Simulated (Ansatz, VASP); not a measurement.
# BaS in VASP and in Ansatz

File INCAR:

```
  PREC = Accurate
  ENCUT = 520
  EDIFF = 1E-6
  ISMEAR = 0
  SIGMA = 0.05
  LREAL = F
  LASPH = T
  NELM = 60
  ALGO = Normal
  ISIF = 2
  LWAVE = F
  LCHARG = F
  GGA = PS
  NBANDS = 15
```

The input KPOINTS:

```
regular mesh
0
Gamma
  8 8 8
```

POSCAR

```
BaS
1.0
    0.0000000000      3.1663007200      3.3325315078
    3.1663007200      0.0000000000      3.3325315078
    3.1663007200      3.1663007200      0.0000000000
Ba S
1 1
Direct
    0.0000000000      0.0000000000      0.0000000000
    0.5000000000      0.5000000000      0.5000000000
```

Input for Ansatz:

```yaml
crystal:
  lattice:
    - [0.0, 3.16630072, 3.3325315078]
    - [3.16630072, 0.0, 3.3325315078]
    - [3.16630072, 3.16630072, 0.0]
  atoms:
    - { symbol: Ba, position: [0.0, 0.0, 0.0] }
    - { symbol: S, position: [0.5, 0.5, 0.5] }
basis:
  ecutwfc: 420
kpoints:
  mp_grid: { grid: [8, 8, 8] }
hamiltonian:
  xc: pbesol
scf:
  occupations: { method: gaussian, width: 0.05 }
output:
  forces: true
  stress: true
  eigenvalues: true
```

Change from the starting cell: strain +0.0525 x Voigt [0, 0, 1, 0, 0, 0], atoms carried along.

Alike in both runs: task single point; functional PBEsol; k mesh 8 × 8 × 8; occupations gaussian, width 0.05 eV; no spin polarisation.

|  | VASP | Ansatz |
| --- | --- | --- |
| version | VASP 6.6.1 | Ansatz 0.2.0 |
| potentials or method | VASP PAW PBE potentials, release 64 (Ba_sv, S) | scalar-relativistic, plane waves, PAW |
| plane-wave cutoff (eV) | 520 | 420 |
| valence electrons in the cell | 16 | 16 |

```csv
,VASP,Ansatz,Ansatz less VASP
gap on the k mesh at the Fermi level (eV),1.97,2.07,+0.099
least direct gap on the mesh (eV),2.12,2.18,+0.062
pressure (GPa),-1.3,-1.9,-0.58
largest component of the traceless stress (GPa),2.24,2.01,-0.229
```

Caveats: the PAW data sets were made with another functional, which shifts forces and pressure a little (VASP); spin-orbit coupling is left out, which moves the levels of the heavy elements. A k mesh can miss the band edges.
